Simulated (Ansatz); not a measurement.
**An elastic constant from a strain scan in C**

Method: Ansatz, DFT PBE+D3(BJ), scalar-relativistic, plane waves, PAW. The runs took a 420 eV cutoff, a Γ-centred 30×30×18 mesh and Gaussian smearing (0.15 eV). No spin polarisation. Energies are free energies at this smearing, counted from the undisturbed cell; pressure is positive in compression.

The undisturbed cell (relaxed at this level; this form isn't the usual structure):

```
CELL_PARAMETERS angstrom
2.46474 0.00000 0.00000
-1.23237 2.13453 0.00000
0.00000 0.00000 3.56743
ATOMIC_POSITIONS crystal
C 0.33333 0.66667 0.00000
C 0.66667 0.33333 0.00000
```

The cell is strained by ε times the Voigt pattern (0, 0, 0, 1, 0, 0) (xx, yy, zz, yz, xz, xy; engineering shear) with fractional coordinates fixed. The cell holds 2 atoms in V0 = 18.77 Å³. The stress column is τ = (1/V0) dE/dε, got from the stress tensor σ (compression positive) at each point as −det(1 + εP) σ : P(1 + εP)⁻¹, with P the pattern as a tensor.

```
      ε  ΔE (meV/atom)  τ (GPa)
-0.0350         -0.138    0.136
-0.0300         -0.102    0.117
-0.0250         -0.070    0.098
-0.0200         -0.045    0.078
-0.0100         -0.010    0.040
 0.0000          0.000    0.000
 0.0100         -0.010   -0.040
 0.0200         -0.045   -0.078
 0.0250         -0.070   -0.098
 0.0300         -0.102   -0.117
 0.0350         -0.138   -0.136
 0.0400              ?        ?
```

Question: Which combination of elastic constants does this scan measure, and how large is it?

Answer: For small ε, τ = τ0 + Kε with K = pᵀCp, which for this pattern is C44 in the Cartesian frame shown. The parabola through τ at ε = -0.0100, 0 and 0.0100 has slope K = -4.0 GPa at zero. The energies per cell, E = NΔE, of the wider pair ε = ±0.0300 give K = 2[E(ε₊)/ε₊ − E(ε₋)/ε₋]/[(ε₊ − ε₋)V0] = -3.9 GPa, in agreement. K is negative: with the atoms carried along, the cell is unstable to this strain. These are clamped-ion values.

Question: Predict the withheld row at ε = 0.0400 from the harmonic law, and compare.

Answer: ΔE = V0(τ0 ε + Kε²/2)/N = -0.185 meV/atom and τ = -0.16 GPa. The calculation gives -0.180 meV/atom and -0.15 GPa, a miss of 0.01 meV/atom at most, so the harmonic law still holds here.

In a metal these slopes depend on the k mesh and the smearing.

Cost: 7 runs of about 4.5 core-minutes in all, on Arm Neoverse V1 (shared hosts).